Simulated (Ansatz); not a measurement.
An Ansatz (an electronic-structure program) run: AlSb with a change (electrons 7.0×10^20 cm⁻³); r2SCAN (Ansatz; PAW; 500 eV plane waves; no SOC), earlier PAW set.

Input:

Ansatz 0.2 input:
```yaml
crystal:
  lattice:
    - [0, 3.0887376683, 3.0887376683]
    - [3.0887376683, 0, 3.0887376683]
    - [3.0887376683, 3.0887376683, 0]
  atoms:
    - { symbol: Sb, position: [0.75, 0.75, 0.75] }
    - { symbol: Al, position: [0, 0, 0] }
basis: { ecutwfc: 500, ecutrho_ratio: 4, xc_grid: 4, fft_grid_basis: typed }
kpoints: { mp_grid: { grid: [21, 21, 21] } }
hamiltonian:
  xc: r2scan
  dispersion: none
  pseudopotentials: { azcp: { folder: ./paw }, kind: paw }
total_charge: -0.041254
scf: { occupations: { method: fermi_dirac, width: 0.0259 }, convergence: { dr2_threshold: 0.0000000002 } }
relax: { f_tol: 0.005, max_steps: 30 }
output: { forces: true, stress: true }
checkpoint: { write: state.ck, write_every: 1000 }
```

Output:

```
Relaxation: its limit of steps is 30 (relax.max_steps)
WARN ansatz: RAYON_NUM_THREADS=1 ignored (pool sized by the plan → 1); use --threads N
Pseudopotentials: kind: paw
Pseudopotential: Sb, paw, valence charge 15
Pseudopotential: Al, paw, valence charge 3
Functional definition: r2SCAN
Crystal: 2 atoms, lattice volume = 58.935 Å³
Basis set: ecut = 500 eV, 1459 PW (Γ), exchange–correlation on 128×128×128 points (64 copies of the dense FFT grid, shifted against one another)
Bands: 14, of which v1, the nominal top of the filled ones, is band 9 counted from 1 (8 counted from 0)
Symmetry: 24 space group operations
Space group: F-43m (ITA 216), of the structure as read, at distance tolerance 3.9e-5 Å
k-points: 286 of 9261 (time reversal used)
PAW frozen core: Sb, regenerated for the run's functional
PAW frozen core: Al, regenerated for the run's functional
Initial density: superposition of atomic densities (chi_scale 0.1, normalization cell, long waves kept (reshape's long-wave potential 0.00 eV rms))
Initial wavefunctions: pseudopotential atomic-orbital guess
Eigensolver: davidson
Functional: x = r2scan, c = r2scan; τ floored in thin density (d = 2e-4 eV/Å³)
iter 1 solved again at ethr=2.16e-3 eV; its pass at ethr=3.10e-3 eV (dr2=3.90e-1 eV) is discarded
SCF iter   1: F=—  HF=-7039.742036 eV  |F-HF|=—  |Δ(HF+E_count)|=         —  Δρ=2.76e-2  dr2=3.93e-1  dr2_τ=8.39e-3  ethr=2.16e-3  ⟨swp⟩=1.0  Hψ=33480  notcnv=0
all-band conjugate gradients solve this SCF's bands
preconditioner: auto → Kerker (q_TF=auto, 2.240 Å⁻¹)
SCF iter   2: F=—  HF=-7039.799705 eV  |F-HF|=—  |Δ(HF+E_count)|=   5.77e-2  Δρ=1.84e-2  dr2=1.89e-1  dr2_τ=1.22e-3  ethr=2.16e-3  ⟨swp⟩=2.0  Hψ=5279  notcnv=0
SCF iter   3: F=—  HF=-7039.831166 eV  |F-HF|=—  |Δ(HF+E_count)|=   3.15e-2  Δρ=2.58e-3  dr2=8.69e-3  dr2_τ=4.16e-5  ethr=1.05e-3  ⟨swp⟩=2.0  Hψ=5438  notcnv=0
SCF iter   4: F=—  HF=-7039.833639 eV  |F-HF|=—  |Δ(HF+E_count)|=   2.47e-3  Δρ=1.11e-3  dr2=1.42e-3  dr2_τ=1.14e-5  ethr=4.82e-5  ⟨swp⟩=2.2  Hψ=6961  notcnv=0  defer=49
SCF iter   5: F=—  HF=-7039.833927 eV  |F-HF|=—  |Δ(HF+E_count)|=   2.88e-4  Δρ=3.10e-4  dr2=1.05e-4  dr2_τ=2.09e-6  ethr=7.89e-6  ⟨swp⟩=2.0  Hψ=6426  notcnv=0  defer=49
SCF iter   6: F=—  HF=-7039.833945 eV  |F-HF|=—  |Δ(HF+E_count)|=   1.76e-5  Δρ=6.30e-5  dr2=2.44e-6  dr2_τ=3.47e-8  ethr=5.85e-7  ⟨swp⟩=2.0  Hψ=4915  notcnv=0  defer=49
SCF iter   7: F=—  HF=-7039.833947 eV  |F-HF|=—  |Δ(HF+E_count)|=   2.04e-6  Δρ=1.49e-5  dr2=2.00e-7  dr2_τ=1.16e-9  ethr=1.35e-8  ⟨swp⟩=2.0  Hψ=5109  notcnv=0  defer=49
SCF iter   8: F=—  HF=-7039.833946 eV  |F-HF|=—  |Δ(HF+E_count)|=   3.91e-7  Δρ=4.07e-6  dr2=1.71e-8  dr2_τ=1.66e-10  ethr=1.11e-9  ⟨swp⟩=2.0  Hψ=4949  notcnv=0  defer=49
SCF iter   9: F=—  HF=-7039.833946 eV  |F-HF|=—  |Δ(HF+E_count)|=   7.28e-9  Δρ=1.21e-6  dr2=1.82e-9  dr2_τ=8.44e-12  ethr=9.49e-11  ⟨swp⟩=2.0  Hψ=4948  notcnv=0  defer=49
SCF iter  10: F=-7039.833946 eV  HF=-7039.833946 eV  |F-HF|=5.64e-11  |Δ(HF+E_count)|=  6.97e-10  Δρ=2.40e-7  dr2=2.79e-11  dr2_τ=1.65e-13  ethr=1.11e-12  ⟨swp⟩=5.0  Hψ=13896  notcnv=0
SCF 1 converged in 10 iterations: F = -7039.833946 eV  dr2 = 2.79e-11
relax step   1: F+E_penalty+E_count = -7039.83394646 eV  Δ(F+E_penalty+E_count) = +0.000e0 eV  max|allowed force component| = 1.480e-16 eV/Å  Δτ_max = 0.0000 Å  (10 SCF iters, accepted)
Crystal: 2 atoms, lattice volume = 58.935 Å³
Initial density: handed on by an earlier stage of this run
Initial wavefunctions: those handed on with the density
iter 1 solved again at ethr=1.00e-12 eV; its pass at ethr=3.10e-3 eV (dr2=2.80e-11 eV) is discarded
SCF iter   1: F=—  HF=-7039.833946 eV  |F-HF|=—  |Δ(HF+E_count)|=         —  Δρ=2.40e-7  dr2=2.79e-11  dr2_τ=1.65e-13  ethr=1.00e-12  ⟨swp⟩=2.9  Hψ=27659  notcnv=0  defer=49
preconditioner: auto → Kerker (q_TF=auto, 2.240 Å⁻¹)
SCF iter   2: F=-7039.833946 eV  HF=-7039.833946 eV  |F-HF|=2.55e-11  |Δ(HF+E_count)|=  3.82e-11  Δρ=1.63e-7  dr2=1.37e-11  dr2_τ=4.81e-14  ethr=1.00e-12  ⟨swp⟩=4.0  Hψ=11104  notcnv=0
SCF 2 converged in 2 iterations: F = -7039.833946 eV  dr2 = 1.37e-11
the relaxation is at rest under the 24 symmetry operations that the run kept from its start: a minimum is not shown …
SCF converged after 2 iterations
Free energy (F): -7039.833946 eV
Harris-Foulkes:  -7039.833946 eV  (|F-HF|=2.55e-11)
Internal energy: -7039.833223 eV  (E = F + TS)
E sigma→0 (E₀):  -7039.833585 eV
Entropy (-TS):   -0.000723 eV (-0.362 meV/atom)
Fermi energy:    7.648619 eV
--- Per-component energies (eV) ---
  E_band       = -216.892031
  E_kinetic    = 185.462038
  E_local      = -1938.995439  (includes V_loc(G=0)·N_el)
  E_nonlocal   = 401.444735
  E_hartree    = 815.959268
  E_xc         = -124.669764
  E_vxc        = -124.942567  (∫ρ·V_xc dr)
  E_paw        = -5044.949889  (= ΣΔE_a)
  E_vpaw       = -378.459324  (= ΣTr[D̂ρ^β])
  E_aug_tail   = 0.000041  (compensation charges beyond the density's cutoff)
  E_vtau       = 6.679924  (kinetic-family band-sum trace: ∫τ·v_τ [+ j·A + Jᵃ·Aᵃ] dr)
  E_ewald      = -1334.530162
  E_core_change = 0.445949  (= ΣΔE_core)
  E_smearing   = -0.000723  (= −TS)
  E_closure    = 0.000000  (closes the sum)
  E_deformation_potential = -0.491753  (in the stress; not in F)
  Σ components = -7039.833946   (vs F -7039.833946, Δ=0.00e0)
  [band-id]    e_kinetic+e_local+e_nonlocal+2·e_hartree+e_vxc+e_vpaw+e_augmentation_tail+e_vtau = -216.892056   (vs E_band -216.892031, Δ=-2.55e-5)
--- Forces (eV/Å), atoms counted from 1 ---
  atom   1  Sb     0.00000000     0.00000000     0.00000000
  atom   2  Al    -0.00000000     0.00000000    -0.00000000
  max |Σ_I F_I| component: 1.85e-17 eV/Å
--- Stress (GPa, compression-positive) ---
       -0.217196       0.000000      -0.000000
        0.000000      -0.217196       0.000000
       -0.000000       0.000000      -0.217196
  P = ⅓ Tr σ = -0.2172 GPa (-2.172 kbar)
  The stress holds the Pulay correction. Without it, at fixed plane waves, as pw.x and ABINIT print it: P = -0.2280 GPa
  The stress includes no estimate of the error left by incomplete SCF convergence: none is made for charged cells with PAW potentials.
--- Band table ---
  band table: none
--- Relaxed structure (1 steps of the walk, 1 accepted, 0 SCFs on fresh bases) ---
  F+E_penalty+E_count = -7039.83394646 eV   max|allowed force component| = 1.480e-16 eV/Å
  atoms:
    - { symbol: Sb, position: [0.75, 0.75, 0.75] }
    - { symbol: Al, position: [0.0, 0.0, 0.0] }
```

Carriers are added with a uniform compensating background; total energy and stress of such cells depend on the potential's zero and are not compared; many-body gap narrowing is missing at this level. With Sb present, leaving out spin-orbit coupling can change the band edges. Stability against distortions was not tested. The cell was made from AlSb in the zinc blende structure (space group F-43m, No. 216) by this change: electrons 7.0×10^20 cm⁻³.
